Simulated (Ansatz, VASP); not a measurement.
## CdS: VASP beside Ansatz

File INCAR:

```
PREC = Accurate ; ENCUT = 520
EDIFF = 1E-7 ; ISMEAR = 0
SIGMA = 0.1 ; LREAL = False
LASPH = True ; NELM = 100
ALGO = Normal ; ISIF = 2
LWAVE = False ; LCHARG = False
GGA = PE ; NBANDS = 26
```

Contents of KPOINTS:

```
regular mesh
0
Gamma
  6 6 4
```

Contents of POSCAR:

```
CdS
1.0
    4.1347992034      0.0000000000      0.0000000000
   -2.0673996017      3.5808411497      0.0000000000
    0.0000000000      0.0000000000      6.7490000000
Cd S
2 2
Direct
    0.3333333333      0.6666666667      0.0000000000
    0.6666666667      0.3333333333      0.5000000000
    0.3333333333      0.6666666667      0.3850000000
    0.6666666667      0.3333333333      0.8850000000
```

Input for Ansatz:

```yaml
crystal:
  lattice:
    - [4.1347992034, 0.0, 0.0]
    - [-2.0673996017, 3.5808411497, 0.0]
    - [0.0, 0.0, 6.749]
  atoms:
    - { symbol: Cd, position: [0.3333333333, 0.6666666667, 0.0] }
    - { symbol: Cd, position: [0.6666666667, 0.3333333333, 0.5] }
    - { symbol: S, position: [0.3333333333, 0.6666666667, 0.385] }
    - { symbol: S, position: [0.6666666667, 0.3333333333, 0.885] }
basis:
  ecutwfc: 420
kpoints:
  mp_grid: { grid: [6, 6, 4] }
hamiltonian:
  xc: pbe
scf:
  occupations: { method: gaussian, width: 0.1 }
output:
  forces: true
  stress: true
  eigenvalues: true
```

Alike in both runs: task single point; functional PBE; k mesh 6 × 6 × 4; occupations gaussian, width 0.1 eV; no spin polarisation.

|  | VASP | Ansatz |
| --- | --- | --- |
| version | VASP 6.6.1 | Ansatz 0.2.0 |
| potentials or method | VASP PAW PBE potentials, release 64 (Cd, S) | scalar-relativistic, plane waves, PAW |
| plane-wave cutoff (eV) | 520 | 420 |
| valence electrons in the cell | 36 | 52 |

VASP gave:

```
gap on the k mesh at the Fermi level (eV)       : 1.23
least direct gap on the mesh (eV)               : 1.23
pressure (GPa)                                  : 2.9
largest component of the traceless stress (GPa) : 1.56
rms of the force components (eV/Å)              : 0.156
```

Task: What did Ansatz give for the same quantities?

Result: gap on the k mesh at the Fermi level (eV): 1.23; least direct gap on the mesh (eV): 1.23; pressure (GPa): 2.5; largest component of the traceless stress (GPa): 1.50; rms of the force components (eV/Å): 0.151.

Atom by atom the forces differ by 0.005 eV/Å (rms over components). The two sets of potentials don't hold the same shells in valence.

As with any semilocal functional, this PBE gap is likely too small.
